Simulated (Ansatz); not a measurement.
A plane-wave DFT run in Ansatz 0.2.0 (scalar-relativistic PAW potentials unless the input names others): input and command.

```yaml
crystal:
  lattice:
    - [0.0, 1.935328493, 1.935328493]
    - [1.935328493, 0.0, 1.935328493]
    - [1.935328493, 1.935328493, 0.0]
  atoms:
    - { symbol: Ir, position: [0.0, 0.0, 0.0] }
basis:
  ecutwfc: "600 eV"
kpoints:
  mp_grid: { grid: [30, 30, 30] }
hamiltonian:
  xc: pbe
scf:
  occupations: { method: gaussian, width: 0.15 }
output:
  forces: true
  eigenvalues: true
  stress: true
```

```bash
ansatz run input.yaml --threads 1 --pin off --max-ram 2560MiB --backend cpu --events-out ev --progress --plain --runs-dir out
```

Abridged log:
```
Basis set: ecut = 600 eV, 531 PW (Γ), exchange–correlation on 48×48×48 points (8 copies of the dense FFT grid, shifted against one another)
Bands: 13, of which v1, the nominal top of the filled ones, is band 9 counted from 1 (8 counted from 0)
Symmetry: 48 space group operations
k-points: 752 of 27000
SCF iter   1: F=—  HF=-11935.316313 eV  |F-HF|=—  |Δ(HF+E_count)|=         —  Δρ=4.23e-3  dr2=2.98e-4  ethr=1.77e-3  ⟨swp⟩=5.0  Hψ=50686  notcnv=0
SCF iter   2: F=—  HF=-11935.316855 eV  |F-HF|=—  |Δ(HF+E_count)|=   5.42e-4  Δρ=2.14e-3  dr2=7.89e-5  ethr=1.75e-6  ⟨swp⟩=2.7  Hψ=22261  notcnv=0
SCF iter   3: F=—  HF=-11935.317142 eV  |F-HF|=—  |Δ(HF+E_count)|=   2.87e-4  Δρ=3.04e-4  dr2=1.24e-5  ethr=4.64e-7  ⟨swp⟩=2.0  Hψ=13119  notcnv=0
SCF iter   4: F=—  HF=-11935.317138 eV  |F-HF|=—  |Δ(HF+E_count)|=   3.82e-6  Δρ=7.11e-5  dr2=4.36e-7  ethr=7.28e-8  ⟨swp⟩=2.3  Hψ=13200  notcnv=0
SCF iter   5: F=-11935.317138 eV  HF=-11935.317138 eV  |F-HF|=1.51e-8  |Δ(HF+E_count)|=   1.97e-8  Δρ=2.01e-5  dr2=3.56e-8  ethr=2.56e-9  ⟨swp⟩=2.1  Hψ=12986  notcnv=0
SCF iter   6: F=-11935.317138 eV  HF=-11935.317138 eV  |F-HF|=5.51e-10  |Δ(HF+E_count)|=   5.20e-9  Δρ=2.57e-6  dr2=7.89e-10  ethr=2.09e-10  ⟨swp⟩=2.8  Hψ=33162  notcnv=0
SCF 1 converged in 6 iterations: F = -11935.317138 eV  dr2 = 7.89e-10
SCF converged after 6 iterations
Free energy (F): -11935.317138 eV
Harris-Foulkes:  -11935.317138 eV  (|F-HF|=5.51e-10)
Internal energy: -11935.306236 eV  (E = F + TS)
E sigma→0 (E₀):  -11935.311687 eV
Entropy (-TS):   -0.010902 eV (-10.902 meV/atom)
Fermi energy:    25.030544 eV
--- Forces (eV/Å), atoms counted from 1 ---
  atom   1  Ir     0.00000000     0.00000000     0.00000000
--- Stress (GPa, compression-positive) ---
        0.016015       0.000000       0.000000
        0.000000       0.016015       0.000000
        0.000000       0.000000       0.016015
  P = ⅓ Tr σ = 0.0160 GPa (0.160 kbar)
```

Apart from outputs and empty bands, the input differs from a reference run on usual settings in basis.ecutwfc: 420 → "600 eV". The reference, at the same geometry, gave pressure 0.06 GPa, largest force 0.000 eV/Å, no gap on the mesh. This run converged in 6 SCF iterations (reference: 6) with an energy at zero smearing 2.85 meV/atom below the reference's, pressure 0.02 GPa, largest force 0.000 eV/Å, no gap on the mesh.

Time: 11 s on 1 thread of Intel(R) Xeon(R) Platinum 8259CL CPU @ 2.50GHz (Skylake/Cascade Lake), on a shared host, peak memory 0.55 GiB.